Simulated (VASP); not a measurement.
Here is a VASP 6.6.1 calculation.

The input INCAR:

```
SYSTEM = MgSe
PREC = Accurate
ENCUT = 520
EDIFF = 1E-6
ISMEAR = -1
SIGMA = 0.02
LREAL = .FALSE.
LASPH = .TRUE.
NELM = 100
ALGO = Fast
ISIF = 2
LWAVE = .FALSE.
LCHARG = .TRUE.
GGA = PS
LELF = .TRUE.
LVHAR = .TRUE.
NBANDS = 11
```

KPOINTS

```
Automatic mesh
0
G
  8 8 8
  0 0 0
```

File POSCAR:

```
MgSe
1.0
    0.0000000000      2.7249310483      2.7249310483
    2.7249310483      0.0000000000      2.7249310483
    2.7249310483      2.7249310483      0.0000000000
Mg Se
1 1
Direct
    0.0000000000      0.0000000000      0.0000000000
    0.5000000000      0.5000000000      0.5000000000
```

Potentials or basis: VASP PAW PBE potentials, release 64 (Mg, Se).

Launch:

```sh
$ cat potpaw_PBE.64/Mg/POTCAR potpaw_PBE.64/Se/POTCAR > POTCAR
$ mpirun -np 1 vasp_std > vasp.out
```

Question: Estimate the band gap on the k mesh.

Answer: 1.76 eV, indirect (least direct gap 2.50 eV).

Question: Predict the pressure.

Answer: -0.1 GPa.

Caveat: the PAW data sets were made with another functional, which shifts forces and pressure a little. A k mesh can miss the band edges.
